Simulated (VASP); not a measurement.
# Hf (Im-3m) in VASP: further runs

One crystal, Hf, is run at these levels: PBEsol; tasks: relaxation of cell and atoms.

Program: VASP 6.6.1. These are calculated values, not measurements. Logs are shortened: lines on timing, memory, paths and dates and some standing lists are left out, and cuts for length are marked.

### Step 1. The structure

Symmetry: Im-3m, No. 229, cubic system. Conventional cell: a = 3.165 Å, b = 3.165 Å, c = 3.165 Å, α = 90.00°, β = 90.00°, γ = 90.00°. Hf (site symmetry m-3m) is surrounded by 8 Hf at 2.74 Å.

This isn't the form of Hf at room conditions, which is hcp.

### Step 2. Relaxation of cell and atoms, PBEsol, target pressure 30 GPa, at which the enthalpy is minimised

INCAR reads:

```
PREC = Accurate
ENCUT = 700
EDIFF = 1E-7
ISMEAR = 0
SIGMA = 0.1
LREAL = False
LASPH = True
NELM = 80
ALGO = Normal
ISIF = 3
LWAVE = False
LCHARG = False
GGA = PS
IBRION = 2
NSW = 80
EDIFFG = -0.002
PSTRESS = 300.0
```

KPOINTS reads:

```
regular mesh
0
Gamma
  16 16 16
```

POSCAR reads:

```
Hf                                      
1.0
   -1.5824188708      1.5824188708      1.5824188708
    1.5824188708     -1.5824188708      1.5824188708
    1.5824188708      1.5824188708     -1.5824188708
  Hf            
     1
Direct
     0.0000000000000000    0.0000000000000000    0.0000000000000000
```

Potentials or basis: VASP PAW PBE potentials, release 64 (Hf_pv).

The run is started by

```
$ cat potpaw_PBE.64/Hf_pv/POTCAR > POTCAR
$ mpirun -np 1 vasp_std > vasp.out
```

OUTCAR:

```text
PREC = Accurate
   ENCUT = 700
   EDIFF = 1E-7
   ISMEAR = 0
   LREAL = False
   LASPH = True
   NELM = 80
   ISIF = 3
   GGA = PS
   IBRION = 2
   NSW = 80
   EDIFFG = -0.002
   PSTRESS = 300.0

 ion  position               nearest neighbor table
   1  0.000  0.000  0.000-

  LATTYP: Found a body centered cubic cell.
 ALAT       =     3.1648377416

  Lattice vectors:

 A1 = (  -1.5824188708,   1.5824188708,   1.5824188708)
 A2 = (   1.5824188708,  -1.5824188708,   1.5824188708)
 A3 = (   1.5824188708,   1.5824188708,  -1.5824188708)

Analysis of symmetry for initial positions (statically):
=====================================================================
 Subroutine PRICEL returns:
 Original cell was already a primitive cell.

 Routine SETGRP: Setting up the symmetry group for a
 body centered cubic supercell.

 Subroutine GETGRP returns: Found 48 space group operations
 (whereof 48 operations were pure point group operations)
 out of a pool of 48 trial point group operations.

The static configuration has the point symmetry O_h .

Analysis of symmetry for dynamics (positions and initial velocities):
=====================================================================
 Subroutine PRICEL returns:
 Original cell was already a primitive cell.

 Routine SETGRP: Setting up the symmetry group for a
 body centered cubic supercell.

 Subroutine GETGRP returns: Found 48 space group operations
 (whereof 48 operations were pure point group operations)
 out of a pool of 48 trial point group operations.

The dynamic configuration has the point symmetry O_h .

 Subroutine INISYM returns: Found 48 space group operations
 (whereof 48 operations are pure point group operations),
 and found     1 'primitive' translations

----------------------------------------------------------------------------------------

                                     Primitive cell

  volume of cell :      15.8498

  direct lattice vectors                    reciprocal lattice vectors
    -1.582418871  1.582418871  1.582418871     0.000000000  0.315971965  0.315971965
     1.582418871 -1.582418871  1.582418871     0.315971965  0.000000000  0.315971965
     1.582418871  1.582418871 -1.582418871     0.315971965  0.315971965  0.000000000

  length of vectors
     2.740829883  2.740829883  2.740829883     0.446851838  0.446851838  0.446851838

  position of ions in fractional coordinates (direct lattice)
     0.000000000  0.000000000  0.000000000

  ion indices of the primitive-cell ions
   primitive index   ion index
                 1           1

----------------------------------------------------------------------------------------

 KPOINTS: regular mesh

Automatic generation of k-mesh.
 Grid dimensions read from file:
 generate k-points for:   16   16   16

 Generating k-lattice:

  Cartesian coordinates                     Fractional coordinates (reciprocal lattice)
     0.000000000  0.019748248  0.019748248     0.062500000  0.000000000  0.000000000
     0.019748248  0.000000000  0.019748248     0.000000000  0.062500000  0.000000000
     0.019748248  0.019748248  0.000000000     0.000000000  0.000000000  0.062500000

  Length of vectors
     0.027928240  0.027928240  0.027928240

  Shift w.r.t. Gamma in fractional coordinates (k-lattice)
     0.000000000  0.000000000  0.000000000

 Subroutine IBZKPT returns following result:
 ===========================================

 Found    145 irreducible k-points:

 Following reciprocal coordinates:
            Coordinates               Weight
  0.000000  0.000000  0.000000      1.000000
  0.062500  0.000000  0.000000     12.000000
  0.125000  0.000000  0.000000     12.000000
  0.187500  0.000000  0.000000     12.000000
  0.250000  0.000000  0.000000     12.000000
  0.312500  0.000000  0.000000     12.000000
[... 16 lines left out ...]
  0.187500  0.187500  0.000000     24.000000
  0.250000  0.187500  0.000000     48.000000
 [... further k-points ...]
   k-points           NKPTS =    145   k-points in BZ     NKDIM =    145   number of bands    NBANDS=      9
   number of dos      NEDOS =    301   number of ions     NIONS =      1
   total plane-waves  NPLWV =  13824
   dimension x,y,z NGX =    24 NGY =   24 NGZ =   24
   dimension x,y,z NGXF=    48 NGYF=   48 NGZF=   48
   ions per type =               1
   NGX,Y,Z   is equivalent  to a cutoff of  14.56, 14.56, 14.56 a.u.
   NGXF,Y,Z  is equivalent  to a cutoff of  29.11, 29.11, 29.11 a.u.
 SYSTEM =  unknown system
   PREC   = accura    normal or accurate (medium, high low for compatibility)
   ISTART =      0    job   : 0-new  1-cont  2-samecut
   ICHARG =      2    charge: 1-file 2-atom 10-const
   ISPIN  =      1    spin polarized calculation?
   LNONCOLLINEAR =      F non collinear calculations
   LSORBIT =      F    spin-orbit coupling
   LASPH  =      T    aspherical Exc in radial PAW
   ENCUT  =  700.0 eV  51.45 Ry    7.17 a.u.   5.91  5.91  5.91*2*pi/ulx,y,z
   NELM   =     80;   NELMIN=  2; NELMDL= -5     # of ELM steps
   EDIFF  = 0.1E-06   stopping-criterion for ELM
   LREAL  =      F    real-space projection
   EDIFFG = -.2E-02   stopping-criterion for IOM
   NSW    =     80    number of steps for IOM
   IBRION =      2    ionic relax: 0-MD 1-quasi-New 2-CG
   NFREE  =      1    steps in history (QN), initial steepest desc. (CG)
   ISIF   =      3    stress and relaxation
   ISYM   =      2    0-nonsym 1-usesym 2-fastsym
   POTIM  = 0.5000    time-step for ionic-motion
   TEBEG  =    0.0;   TEEND  =   0.0 temperature during run
   PSTRESS=  300.0 pullay stress
   NELECT =      10.0000    total number of electrons
   NUPDOWN=      -1.0000    fix difference up-down
   EMIN   =  10.00;   EMAX   =-10.00  energy-range for DOS
   EFERMI =   0.00;   METHOD = LEGACY
   ISMEAR =     0;   SIGMA  =   0.10  broadening in eV -4-tet -1-fermi 0-gaus
   EFERMI_NEDOS =   21; number of points for ismear=-14 and -15
   IALGO  =     38    algorithm
   IMIX   =      4    mixing-type and parameters
     AMIX     =   0.40;   BMIX     =  1.00
     AMIX_MAG =   1.60;   BMIX_MAG =  1.00
  volume/ion in A,a.u.               =      15.85       106.96
  Fermi-wavevector in a.u.,A,eV,Ry     =   1.404106  2.653377 26.824091  1.971515
  Thomas-Fermi vector in A             =   2.526701
   LORBIT       =      0    0 simple, 1 ext, 2 COOP (PROOUT), +10 PAW based schemes
   GGA     = PS    functional components
   LHFCALC =     F    Hartree Fock is set to
   AEXX    =    0.0000 exact exchange contribution
   IVDW    =     0    specifies the selected vdW correction
   LEPSILON=     F    determine dielectric tensor
   LRPA    =     F    only Hartree local field effects (RPA)
 conjugate gradient relaxation of ions
 non-spin polarized calculation
 Gauss-broadening in eV      SIGMA  =   0.10
  energy-cutoff  :      700.00
  volume of cell :       15.85
 maximum number of plane-waves:       682
   NGX = 11   NGY = 11   NGZ = 11

--------------------------------------- Ionic step        1  -------------------------------------------

 number of electron      10.0000001 magnetization

 Free energy of the ion-electron system (eV)
  ---------------------------------------------------
  ext. energy  EPLUGINS =         0.00000000
  ---------------------------------------------------
  free energy    TOTEN  =        -9.65883177 eV

  energy without entropy =       -9.65401664  energy(sigma->0) =       -9.65642421

------------------------ aborting loop because EDIFF is reached ----------------------------------------

  FORCE on cell =-STRESS in cart. coord.  units (eV):
  Direction    XX          YY          ZZ          XY          YZ          ZX
  --------------------------------------------------------------------------------------
  -------------------------------------------------------------------------------------
  Total        4.9449181      4.9449181      4.9449181      0.0000000      0.0000000     -0.0000000
  in kB      499.8564875    499.8564875    499.8564875      0.0000000      0.0000000     -0.0000000
  external PRESSURE =     199.8564875 kB  Pullay stress =     300.0000000 kB
[... 90 lines left out ...]
  FREE ENERGIE OF THE ION-ELECTRON SYSTEM (eV)
  ---------------------------------------------------
  free  energy   TOTEN  =       -10.0416290014 eV

  energy  without entropy=      -10.0347020034  energy(sigma->0) =      -10.03816550

  enthalpy is  TOTEN    =        -6.7774915577 eV   P V=        3.2641374436

[... ionic steps 4 to 14 ...]

--------------------------------------- Ionic step       15  -------------------------------------------

 number of electron      10.0000001 magnetization

------------------------ aborting loop because EDIFF is reached ----------------------------------------

  FORCE on cell =-STRESS in cart. coord.  units (eV):
  Direction    XX          YY          ZZ          XY          YZ          ZX
  --------------------------------------------------------------------------------------
  -------------------------------------------------------------------------------------
  Total        3.2563878      3.2563878      3.2563878      0.0000000      0.0000000      0.0000000
  in kB      301.1041487    301.1041487    301.1041487      0.0000000      0.0000000      0.0000000
  external PRESSURE =       1.1041487 kB  Pullay stress =     300.0000000 kB
[... 59 lines left out ...]
  enthalpy is  TOTEN    =        -6.7778129280 eV   P V=        3.2466613830

--------------------------------------- Ionic step       17  -------------------------------------------

 number of electron      10.0000001 magnetization

 Free energy of the ion-electron system (eV)
  ---------------------------------------------------
  ext. energy  EPLUGINS =         0.00000000
  ---------------------------------------------------
  free energy    TOTEN  =       -10.02402956 eV

  energy without entropy =      -10.01720606  energy(sigma->0) =      -10.02061781

 E-fermi :   6.2405     XC(G=0): -12.6110

 val. band max:        6.2385174877   @ k =   0.1250   0.1250   0.0625
 cond. band min:       6.2479256011   @ k =  -0.2500   0.3125   0.0625
 fundamental gap:      0.0094081135
 Fermi energy:         6.2404840145

 k-point     1 :       0.0000    0.0000    0.0000
  band No.  band energies     occupation
      1     -22.5093      2.00000
      2     -22.5093      2.00000
      3     -22.5093      2.00000
      4      -1.5038      2.00000
      5       7.9206      0.00000
      6       7.9206      0.00000
      7       7.9206      0.00000
      8      11.5175      0.00000
      9      11.5175      0.00000
[... 265 lines left out ...]
 k-point    24 :       0.2500    0.1875    0.0000
  band No.  band energies     occupation
      1     -23.9727      2.00000
      2     -23.1122      2.00000
      3     -22.6736      2.00000
      4       2.9653      2.00000
      5       5.4707      2.00000
      6       6.3282      0.21505
      7      10.7915      0.00000
      8      12.7372      0.00000
      9      14.7862      0.00000

 [... further k-points ...]

------------------------ aborting loop because EDIFF is reached ----------------------------------------

  FORCE on cell =-STRESS in cart. coord.  units (eV):
  Direction    XX          YY          ZZ          XY          YZ          ZX
  --------------------------------------------------------------------------------------
  -------------------------------------------------------------------------------------
  Total        3.2459601      3.2459601      3.2459601     -0.0000000      0.0000000     -0.0000000
  in kB      299.9763180    299.9763180    299.9763180     -0.0000000      0.0000000     -0.0000000
  external PRESSURE =      -0.0236820 kB  Pullay stress =     300.0000000 kB
[... 16 lines left out ...]
  FREE ENERGIE OF THE ION-ELECTRON SYSTEM (eV)
  ---------------------------------------------------
  free  energy   TOTEN  =       -10.0240295572 eV

  energy  without entropy=      -10.0172060577  energy(sigma->0) =      -10.02061781

  enthalpy is  TOTEN    =        -6.7778131554 eV   P V=        3.2462164018

 reached required accuracy - stopping structural energy minimisation
```

Run time: 91 s. Hardware: 1 thread of AMD EPYC 9R14 (Zen 4), shared host; peak memory 0.15 GiB.

What came out:

```yaml
Free_energy: -10.0240 eV
Relaxed_volume: 17.34 Å³/atom
Relaxed_cell: a = 2.824 Å, b = 2.824 Å, c = 2.824 Å, α = 109.47°, β = 109.47°, γ = 109.47°
Space_group_after_relaxing_to_0.05_Å: Im-3m (No. 229)
Energy_change_on_relaxing_the_enthalpy_is_what_falls: -365.2 meV/atom
Ionic_steps: 17
Pressure_after_relaxing: 30.0 GPa
Band_gap_on_the_k_mesh: none (metal or under the smearing width)
```

The path:
| step | energy change (eV) | largest force (eV/Å) | pressure (GPa) | volume (Å³) |
| --- | --- | --- | --- | --- |
| 1 | 0.0000 | 0.0000 | 49.99 | 15.85 |
| 2 | -0.6784 | 0.0000 | 2.04 | 20.83 |
| 3 | -0.3828 | 0.0000 | 28.93 | 17.43 |
| 4 | -0.3662 | 0.0000 | 29.94 | 17.34 |
| 5 | -0.3604 | 0.0000 | 30.28 | 17.31 |
| 6 | -0.3606 | 0.0000 | 30.27 | 17.31 |
| 7 | -0.3612 | 0.0000 | 30.24 | 17.32 |
| 8 | -0.3612 | 0.0000 | 30.24 | 17.32 |
| 9 | -0.3612 | 0.0000 | 30.24 | 17.32 |
| 10 | -0.3613 | 0.0000 | 30.24 | 17.32 |
| 11 | -0.3613 | 0.0000 | 30.24 | 17.32 |
| 12 | -0.3615 | 0.0000 | 30.24 | 17.32 |
| 13 | -0.3618 | 0.0000 | 30.21 | 17.32 |
| 14 | -0.3623 | 0.0000 | 30.17 | 17.32 |
| 15 | -0.3634 | 0.0000 | 30.11 | 17.33 |
| 16 | -0.3656 | 0.0000 | 29.97 | 17.34 |
| 17 | -0.3652 | 0.0000 | 30.00 | 17.34 |

Final structure:
```xyz
1
Lattice="-1.6304 1.6304 1.6304 1.6304 -1.6304 1.6304 1.6304 1.6304 -1.6304" Properties=species:S:1:pos:R:3 pbc="T T T"
Hf    0.0000    0.0000    0.0000
```

Levels at points of the mesh, in eV from the Fermi level:
| k point | band 2 | band 3 | band 4 | band 5 | band 6 | band 7 | band 8 | band 9 |
| --- | --- | --- | --- | --- | --- | --- | --- | --- |
| (0.00, 0.00, 0.00) | -28.75 | -28.75 | -7.74 | 1.68 | 1.68 | 1.68 | 5.28 | 5.28 |
| (0.50, 0.00, 0.00) | -29.32 | -28.77 | -4.25 | -1.05 | 2.49 | 5.31 | 6.59 | 10.18 |
| (0.50, 0.50, 0.50) | -30.00 | -30.00 | -3.85 | -3.85 | 8.93 | 8.93 | 8.93 | 9.68 |

Caveat: the cell is relaxed towards a set pressure, so the enthalpy falls and the energy may rise; the PAW data sets were made with another functional, which shifts forces and pressure a little.

### Step 3. Relaxation of cell and atoms, PBEsol, target pressure 30 GPa, at which the enthalpy is minimised

This run uses another cell than the first one, of 17.34 Å³/atom, 1.094 times its volume.

INCAR is that of step 2.

KPOINTS is that of step 2.

POSCAR reads:

```
Hf                                      
1.0
   -1.6304304139      1.6304304139      1.6304304139
    1.6304304139     -1.6304304139      1.6304304139
    1.6304304139      1.6304304139     -1.6304304139
  Hf            
     1
Direct
     0.0000000000000000    0.0000000000000000    0.0000000000000000
```

Potentials or basis: VASP PAW PBE potentials, release 64 (Hf_pv).

The run is started by

```
$ cat potpaw_PBE.64/Hf_pv/POTCAR > POTCAR
$ mpirun -np 1 vasp_std > vasp.out
```

It took 15 s on 1 thread of AMD EPYC 9R14 (Zen 4), shared host; peak memory 0.14 GiB.

Results (log left out):

| Property | Result |
| --- | --- |
| Free energy | -10.0242 eV |
| Pressure after relaxing | 30.0 GPa |
| Band gap on the k mesh | none (metal or under the smearing width) |

Final structure:
```
Hf
1.0
    -1.63043    1.63043    1.63043
     1.63043   -1.63043    1.63043
     1.63043    1.63043   -1.63043
Hf
1
Direct
  0.00000 0.00000 0.00000
```

Levels at points of the mesh, in eV from the Fermi level:
```csv
k point,band 1,band 2,band 3,band 4,band 5,band 6,band 7,band 8,band 9
"(0.00, 0.00, 0.00)",-28.75,-28.75,-28.75,-7.74,1.68,1.68,1.68,5.28,5.28
"(0.50, 0.00, 0.00)",-30.60,-29.32,-28.77,-4.25,-1.05,2.49,5.31,6.59,10.18
"(0.50, 0.50, 0.50)",-30.00,-30.00,-30.00,-3.85,-3.85,8.93,8.93,8.93,9.68
```

Caveat: the relaxation stopped at its first step, so nothing moved; the cell is relaxed towards a set pressure, so the enthalpy falls and the energy may rise; the PAW data sets were made with another functional, which shifts forces and pressure a little. The run has no spin-orbit coupling, so splittings on Hf are missing.

### Step 4. Relaxation of cell and atoms, PBEsol, target pressure 75 GPa, at which the enthalpy is minimised

INCAR, as its differences from that of step 3:

```diff
@@ -16,2 +16,2 @@
 EDIFFG = -0.002
-PSTRESS = 300.0
+PSTRESS = 750.0
```

KPOINTS is that of step 3.

POSCAR reads:

```
Hf                                      
1.0
   -1.5824188708      1.5824188708      1.5824188708
    1.5824188708     -1.5824188708      1.5824188708
    1.5824188708      1.5824188708     -1.5824188708
  Hf            
     1
Direct
     0.0000000000000000    0.0000000000000000    0.0000000000000000
```

The run is started by

```
$ cat potpaw_PBE.64/Hf_pv/POTCAR > POTCAR
$ mpirun -np 1 vasp_std > vasp.out
```

Wall time 48 s (1 thread of AMD EPYC 9R14 (Zen 4), shared host); peak memory 0.15 GiB.

Results (log left out):

| Item | Value |
| --- | --- |
| Free energy | -9.1452 eV |
| Relaxed volume | 14.52 Å³/atom |
| Relaxed cell | a = 2.662 Å, b = 2.662 Å, c = 2.662 Å, α = 109.47°, β = 109.47°, γ = 109.47° |
| Space group after relaxing (to 0.05 Å) | Im-3m (No. 229) |
| Energy change on relaxing (the enthalpy is what falls) | +513.6 meV/atom |
| Ionic steps | 5 |
| Pressure after relaxing | 75.0 GPa |
| Band gap on the k mesh | none (metal or under the smearing width) |

The path:
| step | energy change (eV) | largest force (eV/Å) | pressure (GPa) | volume (Å³) |
| --- | --- | --- | --- | --- |
| 1 | 0.0000 | 0.0000 | 49.99 | 15.85 |
| 2 | 3.7573 | 0.0000 | 237.05 | 10.82 |
| 3 | 0.4296 | 0.0000 | 70.81 | 14.70 |
| 4 | 0.4950 | 0.0000 | 74.07 | 14.56 |
| 5 | 0.5136 | 0.0000 | 75.00 | 14.52 |

Final structure:
```
Hf
1.0
    -1.53673    1.53673    1.53673
     1.53673   -1.53673    1.53673
     1.53673    1.53673   -1.53673
Hf
1
Direct
  0.00000 0.00000 0.00000
```

Levels at points of the mesh, in eV from the Fermi level:
```tsv
k point	band 1	band 2	band 3	band 4	band 5	band 6	band 7	band 8	band 9
(0.00, 0.00, 0.00)	-28.15	-28.15	-28.15	-8.13	1.59	1.59	1.59	5.82	5.82
(0.50, 0.00, 0.00)	-31.21	-29.08	-28.21	-5.12	-1.74	3.95	6.11	7.59	12.20
(0.50, 0.50, 0.50)	-30.17	-30.17	-30.17	-5.16	-5.16	10.55	10.55	10.55	11.82
```

Caveat: the cell is relaxed towards a set pressure, so the enthalpy falls and the energy may rise; the PAW data sets were made with another functional, which shifts forces and pressure a little.

### Step 5. Relaxation of cell and atoms, PBEsol, target pressure 75 GPa, at which the enthalpy is minimised

This run uses another cell than the first one, of 14.52 Å³/atom, 0.916 times its volume.

INCAR is that of step 4.

KPOINTS is that of step 4.

POSCAR reads:

```
Hf                                      
1.0
   -1.5367305168      1.5367305168      1.5367305168
    1.5367305168     -1.5367305168      1.5367305168
    1.5367305168      1.5367305168     -1.5367305168
  Hf            
     1
Direct
     0.0000000000000000    0.0000000000000000    0.0000000000000000
```

The run is started by

```
$ cat potpaw_PBE.64/Hf_pv/POTCAR > POTCAR
$ mpirun -np 1 vasp_std > vasp.out
```

It took 14 s on 1 thread of AMD EPYC 9R14 (Zen 4), shared host; peak memory 0.14 GiB.

It converged, with:

```
Free energy             : -9.1451 eV
Pressure after relaxing : 75.0 GPa
Band gap on the k mesh  : none (metal or under the smearing width)
```

Final structure:
```
Hf
1.0
    -1.53673    1.53673    1.53673
     1.53673   -1.53673    1.53673
     1.53673    1.53673   -1.53673
Hf
1
Direct
  0.00000 0.00000 0.00000
```

Levels at points of the mesh, in eV from the Fermi level:
```
           k point  band 2  band 3  band 4  band 5  band 6  band 7  band 8  band 9
(0.00, 0.00, 0.00)  -28.15  -28.15   -8.13    1.59    1.59    1.59    5.82    5.82
(0.50, 0.00, 0.00)  -29.08  -28.21   -5.12   -1.74    3.95    6.11    7.59   12.20
(0.50, 0.50, 0.50)  -30.17  -30.17   -5.16   -5.16   10.55   10.55   10.55   11.82
```

Caveat: the relaxation stopped at its first step, so nothing moved; the cell is relaxed towards a set pressure, so the enthalpy falls and the energy may rise; the PAW data sets were made with another functional, which shifts forces and pressure a little. The run has no spin-orbit coupling, so splittings on Hf are missing.
